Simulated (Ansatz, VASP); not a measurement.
## NaCl: VASP beside Ansatz

POSCAR

```
NaCl
1.0
    0.0000000000      2.8026988303      2.8026988303
    2.8026988303      0.0000000000      2.8026988303
    2.8026988303      2.8026988303      0.0000000000
Na Cl
1 1
Direct
    0.0000000000      0.0000000000      0.0000000000
    0.5000000000      0.5000000000      0.5000000000
```

INCAR.step1

```
  PREC = Accurate
  ENCUT = 520
  EDIFF = 1E-5
  ISMEAR = 0
  SIGMA = 0.01
  LREAL = F
  LASPH = T
  NELM = 80
  ALGO = Normal
  ISIF = 2
  LWAVE = T
  LCHARG = F
  NBANDS = 14
  GGA = PE
```

INCAR.step2

```
  PREC = Accurate
  ENCUT = 520
  EDIFF = 1E-7
  ISMEAR = 0
  SIGMA = 0.01
  LREAL = F
  LASPH = T
  NELM = 80
  ALGO = Normal
  ISIF = 2
  LWAVE = F
  LCHARG = F
  GGA = PE
  LHFCALC = T
  AEXX = 0.5
  HFSCREEN = 0.5
  PRECFOCK = Normal
  NBANDS = 14
  ISTART = 1
```

The input KPOINTS:

```
regular mesh
0
Gamma
  4 4 4
```

Input for Ansatz:

```yaml
crystal:
  lattice:
    - [0.0, 2.8026988303, 2.8026988303]
    - [2.8026988303, 0.0, 2.8026988303]
    - [2.8026988303, 2.8026988303, 0.0]
  atoms:
    - { symbol: Na, position: [0.0, 0.0, 0.0] }
    - { symbol: Cl, position: [0.5, 0.5, 0.5] }
kpoints:
  mp_grid: { grid: [4, 4, 4] }
hamiltonian:
  xc: { exchange: pbe, correlation: pbe, exx: { coeff: 0.5, omega: 0.5 } }
scf:
  occupations: { method: fixed }
  n_extra_bands: 4
output:
  forces: true
  stress: true
  eigenvalues: true
```

Alike in both runs: task single point; functional PBE-based screened hybrid; k mesh 4 × 4 × 4; no spin polarisation.

|  | VASP | Ansatz |
| --- | --- | --- |
| version | VASP 6.6.1 | Ansatz 0.2.0 |
| potentials or method | VASP PAW PBE potentials, release 64 (Na_pv, Cl) | plane waves |
| plane-wave cutoff (eV) | 520 | 420 |
| occupations | gaussian, width 0.01 eV | fixed |
| valence electrons in the cell | 14 | 16 |

VASP gave:

```
gap on the k mesh at the Fermi level (eV) : 6.66
pressure (GPa)                            : 0.4
```

Task: Which values does Ansatz return?

Result: gap on the k mesh at the Fermi level (eV): 6.68; pressure (GPa): 0.3.

The two sets of potentials don't hold the same shells in valence. Ansatz warned: «stress_exchange_threshold_loose».

Caveats: the k mesh is coarse (spacing up to 0.49 Å⁻¹), so the values aren't converged; the PAW data sets were made with another functional, which shifts forces and pressure a little (VASP).
